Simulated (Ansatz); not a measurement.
**CdI2-type PtSb2**

Method: PBE, scalar-relativistic; no spin polarisation; PAW, 420 eV, Γ-centred 10×10×6 mesh, 0.05 eV Gaussian smearing; code Ansatz; PAW files: Ansatz's generated set soft_2.

```
Pt Sb
1.0
     4.05999    0.00000    0.00000
    -2.02999    3.51605    0.00000
     0.00000    0.00000    5.22591
Pt Sb
1 2
Direct
  0.00000 0.00000 0.00000
  0.33333 0.66667 0.25841
  0.66667 0.33333 0.74159
```

This is a trial structure; measured cells of the compound in the Crystallography Open Database are in space group Pa-3.

Cell and atoms are those of this level's equilibrium.

The cell has space group P-3m1 (read at 0.01 Å). In it the stress is 0.00, 0.00, 0.01, 0.00, 0.00, 0.00 GPa and the largest force component 0.000 eV/Å. Each change below starts from this cell, without further relaxation. Stress is in GPa, positive in compression, in the order xx, yy, zz, yz, xz, xy; energies are counted from the cell above and are free energies with the smearing's entropy, which match forces and stress in a metal.

Problem. What happens when atom 2 (Sb) is moved by 0.20 Å along y?

Solution. The energy changes by 84.0 meV per cell, and the force on it along the shift is -0.747 eV/Å (−F/u = 3.73 eV/Å²). Stress: 3.06, -1.46, 0.90, -2.42, 0.00, 0.00.
| atom | Fx (eV/Å) | Fy | Fz |
| --- | --- | --- | --- |
| Pt1 | 0.000 | 0.681 | -0.208 |
| Sb2 | 0.000 | -0.747 | 0.249 |
| Sb3 | 0.000 | 0.065 | -0.041 |
In a harmonic crystal the energy would rise by −½F·u = ½ × 3.73 × 0.20² eV = 74.7 meV, close to the run's value; the rest is anharmonic or numerical.

Problem. One atom was moved along a Cartesian axis, and these forces appeared. Which atom, and about how far?
| atom | Fx (eV/Å) | Fy | Fz |
| --- | --- | --- | --- |
| Pt1 | 0.000 | 0.000 | 0.167 |
| Sb2 | 0.000 | 0.000 | 0.120 |
| Sb3 | 0.000 | 0.000 | -0.287 |

Solution. Atom 3 (Sb) is moved by 0.05 Å along z; the energy changes by 7.1 meV per cell.

Problem. A single strain component, atoms carried along, gave the stress 0.15, 0.04, 0.20, 0.02, -1.91, 1.15. Which component, and about how large?

Solution. An engineering strain of 3 % in xz; the energy changes by 13.5 meV per cell.

Problem. What stress follows from an engineering strain of -2 % in xy, atoms carried along?

Solution. 0.04, 0.01, 0.06, -0.01, -0.76, 0.85 GPa; the energy changes by 4.0 meV per cell.
```
atom  Fx (eV/Å)      Fy      Fz
 Pt1      0.000   0.000   0.000
 Sb2     -0.118   0.001   0.010
 Sb3      0.118  -0.001  -0.010
```
The change of the stress over the strain gives a clamped-atom stiffness of about 43 GPa for this component.
In a harmonic crystal the energy would rise by V(½Cε² − σ₀ε), with σ₀ the stress of the unstrained cell, = 4.0 meV, which matches.

Problem. All atoms and the cell are disturbed at random:
```
CELL_PARAMETERS angstrom
4.07029 -0.05049 -0.00362
-2.07888 3.55496 0.02621
-0.00466 0.03626 5.15005
ATOMIC_POSITIONS crystal
Pt 0.91458 0.98844 0.00819
Sb 0.33018 0.69031 0.28580
Sb 0.75524 0.32125 0.70601
```
Give the energy change, the stress and the forces.

Solution. 1164.0 meV per cell; stress 6.39, 1.92, 9.82, -10.03, 2.21, -0.71 GPa.
| atom | Fx (eV/Å) | Fy | Fz |
| --- | --- | --- | --- |
| Pt1 | 3.947 | -1.142 | 1.331 |
| Sb2 | -1.296 | -0.653 | -0.064 |
| Sb3 | -2.651 | 1.795 | -1.268 |

Problem. All atoms and the cell are disturbed at random:
```xyz
3
Lattice="4.0520 0.0117 0.0277 -2.0159 3.4423 0.0172 0.0356 0.0462 5.2817" Properties=species:S:1:pos:R:3 pbc="T T T"
Pt    0.0314    0.0278    0.0025
Sb   -0.0223    2.2955    1.2959
Sb    2.0626    1.1769    4.0282
```
Give the energy change, the stress and the forces.

Solution. 127.5 meV per cell; stress 6.98, 6.91, 3.62, -0.33, 0.17, -0.37 GPa.
```
atom  Fx (eV/Å)      Fy      Fz
 Pt1     -0.586  -0.496  -0.048
 Sb2      0.333   0.216   0.915
 Sb3      0.253   0.279  -0.867
```

These numbers lack spin–orbit coupling.
